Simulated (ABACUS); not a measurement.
Cl:

```xyz
4
Lattice="3.1450 -2.2500 0.0000 3.1450 2.2500 0.0000 0.0000 0.0000 8.2100" Properties=species:S:1:pos:R:3 pbc="T T T"
Cl    3.1450    0.5850    3.2840
Cl    3.1450    1.6650    7.3890
Cl    3.1450   -0.5850    4.9260
Cl    3.1450   -1.6650    0.8210
```

Base run:

- Program: ABACUS 3.10.1
- Functional: SCAN
- Potentials or basis: SG15 ONCV 1.2 PBE
- Cutoff: 816 eV
- Density cutoff: 3265 eV
- Basis: plane waves
- k mesh: 5 × 5 × 3
- Occupations: fermi-dirac, width 0.05 eV
- Spin: no spin polarisation

Its results: band gap on the k mesh 2.89 eV, indirect (least direct gap 2.94 eV); pressure -0.2 GPa; largest force 0.215 eV/Å.

Problem. The run is repeated on the same cell with these changes: functional from SCAN to PBEsol. What comes out?

Solution. Band gap on the k mesh 2.44 eV, indirect (least direct gap 2.49 eV); pressure -0.3 GPa; largest force 0.191 eV/Å.

SCAN gives the wider gap, since meta-GGAs in the generalised Kohn-Sham scheme recover part of the derivative discontinuity.

Caveats: the potentials were made for another functional, which shifts forces and pressure; an odd mesh through Γ misses points on the zone boundary, where band edges often lie.

Not every run made on this cell is shown here.
